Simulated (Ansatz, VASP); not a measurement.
CdF2: VASP beside Ansatz

```
Cd F
1.0
     0.00000    2.56493    2.56493
     2.56493    0.00000    2.56493
     2.56493    2.56493    0.00000
Cd F
1 2
Direct
  0.00000 0.00000 0.00000
  0.25000 0.25000 0.25000
  0.75000 0.75000 0.75000
```

Alike in both runs: task single point; functional PBE; k mesh 8 × 8 × 8; occupations gaussian, width 0.02 eV; no spin polarisation.

|  | VASP | Ansatz |
| --- | --- | --- |
| version | VASP 6.6.1 | Ansatz 0.2.0 |
| potentials or method | VASP PAW PBE potentials, release 64 (Cd, F) | scalar-relativistic, plane waves, PAW |
| plane-wave cutoff (eV) | 520 | 420 |
| valence electrons in the cell | 26 | 34 |

```csv
,VASP,Ansatz,Ansatz less VASP
gap on the k mesh at the Fermi level (eV),3.60,3.64,+0.044
least direct gap on the mesh (eV),3.87,3.91,+0.042
```

With one functional, cell and mesh, what is left measures potentials, basis and numerics. The two sets of potentials don't hold the same shells in valence.

 PBE gaps usually lie below the measured ones, often by a third to a half. A k mesh can miss the band edges.
